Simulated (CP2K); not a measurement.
**Sb under changes of volume**

One of the cells (29.904 Å³/atom); the others are scaled copies at fixed shape and fractional positions:

```xyz
2
Lattice="3.1224 0.0000 0.0000 0.0000 4.3475 0.0000 -0.0389 0.0000 4.4059" Properties=species:S:1:pos:R:3 pbc="T T T"
Sb    0.0262    1.0869    1.0625
Sb    3.0573    3.2606    3.3433
```

This isn't the form of Sb at room conditions, which is rhombohedral.

```yaml
Program: CP2K 2026.2
Functional: PBEsol
Potentials_or_basis: POTENTIAL_UZH Sb GTH-PBE-q5; TZVP-MOLOPT-PBE-GTH basis
Density_cutoff: 6123 eV
k_mesh: 9 × 6 × 6
Occupations: fermi-dirac, width 0.05 eV
Spin: no spin polarisation
```

```csv
volume (Å³/atom),energy over the lowest point (meV/atom),pressure (GPa),largest force (eV/Å)
28.110,24.75,4.4,0.202
28.708,11.27,2.9,0.162
29.306,3.21,1.5,0.126
29.904,0.00,0.3,0.094
30.502,1.11,-0.8,0.066
31.100,6.07,-1.8,0.042
31.698,?,?,?
```

Problem. What does the run at 31.698 Å³/atom give?

Solution. Energy over the lowest point 14.49 meV/atom; pressure -2.7 GPa; largest force 0.029 eV/Å.

Worked out: A Birch-Murnaghan fit of order 3 (a polynomial in V^(-2/3)) to the other rows has its minimum at 30.04 Å³/atom with B0 = V·E''(V) = 57 GPa and B' = 4.7 at fixed shape and positions, which overstates the stiffness. It gives 14.47 meV/atom at 31.698 Å³/atom, against the run's 14.49, and -dE/dV = -2.7 GPa, against -2.7.

Energies are extrapolated to zero smearing.

Caveats: the potentials were made for another functional, which shifts forces and pressure; the basis of atomic orbitals isn't converged, which shifts pressures, moduli and gaps.
